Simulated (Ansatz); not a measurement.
# ScAl$_{3}$: how the free axis answers a strain

ScAl$_{3}$, Pm-3m, a = 4.086 Å. The structure is a Materials Project entry; whether it is the stable form wasn't checked. Ansatz: r2SCAN, PAW, 500 eV, Γ-centred 14×14×14 mesh on 4 atoms, Gaussian smearing 0.10 eV; no spin polarisation. Series: biaxial strain in the a-b plane, c and atoms relaxed; x is the strain in per cent. y is the change of c in per cent of 4.086 Å.

```
x (%) y (%)
 -6.0   2.56
 -4.0      ?
 -2.0   0.82
  0.0   0.00
  2.0  -0.80
  4.0  -1.73
  6.0  -2.78
```

**Question.** Fit y = c1 x + c2 x² to the other rows, say what c1 measures, and predict the missing y.

**Answer.** Least squares on the rows shown. y = −0.4378 x − 0.002603 x². With no stress along c, c1 = −2C12/C11 = -0.438. With a term in x³ added, the coefficient of x becomes -0.4004, 9 % less, which shows how far this figure hangs on the form. At x = -4.0 the fit asked for gives 1.71 %. The run gave 1.65 %, so the fit is 0.06 % too high, within twice the rms miss on the fitted rows (0.06 %).